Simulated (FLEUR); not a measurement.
The system is ZrSe2.

```xyz
3
Lattice="3.7980 0.0000 0.0000 -1.8990 3.2892 0.0000 0.0000 0.0000 6.1920" Properties=species:S:1:pos:R:3 pbc="T T T"
Zr    0.0000    0.0000    0.0000
Se    1.8990    1.0964    4.6440
Se    0.0000    2.1928    1.5480
```

Base run:

```yaml
Program: FLEUR MaX-R8.1 (later development tree)
Functional: RPBE
Potentials_or_basis: all-electron
Basis: FLAPW
Kmax: 4.54 1/bohr
k_mesh: 6 × 6 × 4
Occupations: fermi-dirac, width 0.05 eV
Spin: spin-orbit coupling, no magnetisation
```

Its results: band gap on the k mesh 0.39 eV, indirect (least direct gap 1.04 eV).

Q: The run is repeated on the same cell with these changes: k mesh from 6 × 6 × 4 to 8 × 8 × 5; spin from spin-orbit coupling, no magnetisation to no spin polarisation. What comes out?

A: Band gap on the k mesh 0.55 eV, indirect (least direct gap 1.19 eV).

Several settings changed at once, so the effect can't be laid on one alone.

Caveats: spin-orbit coupling is added in second variation on a limited number of bands (some runs).
